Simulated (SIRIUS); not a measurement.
Runs of SIRIUS 7.10.0 on KBr. The structure is cubic, space group Fm-3m (No. 225). Conventional cell: a = 6.600 Å, b = 6.600 Å, c = 6.600 Å, α = 90.00°, β = 90.00°, γ = 90.00°. Br (site symmetry m-3m) has 6 K at 3.30 Å as nearest neighbours. Around K (site symmetry m-3m) lie 6 Br at 3.30 Å. 

| task | level | potentials or basis | energy tol | density tol | mixer | mixing beta | max scf | gap on the mesh (eV) | pressure (GPa) | V0 of scaled cells (Å³/atom) | B0 (GPa) |
| --- | --- | --- | --- | --- | --- | --- | --- | --- | --- | --- | --- |
| equation of state | PBEsol | PseudoDojo 0.4.1 PBEsol standard (scalar relativistic) | - | - | - | - | - | - | - | 35.11 | 15 |
| single point | PBEsol | PseudoDojo 0.4.1 PBEsol standard (scalar relativistic) | 1e-08 Ha | 1e-06 | anderson | 0.7 | 100 | 4.28 | -0.3 | - | - |
| equation of state | PBE | PseudoDojo 0.4.1 PBE standard (scalar relativistic) | - | - | - | - | - | - | - | 37.66 | (b) |
| single point | PBE | PseudoDojo 0.4.1 PBE standard (scalar relativistic) | 1e-08 Ha | 1e-06 | anderson | 0.7 | 100 | 4.44 | (a) | - | - |

Alike in all rows: no spin polarisation; cell as given; k mesh 7 × 7 × 7; cutoff (eV) 1030; smearing fermi-dirac 0.05 eV.

Question: Fill in the values left out.

Answer: (a) 0.7; (b) 13.

Caveats: an odd mesh through Γ misses points on the zone boundary, where band edges often lie (some runs).

A k mesh can miss the band edges, and the runs leave out spin-orbit coupling on Br.

Not every run made on this cell is shown here.
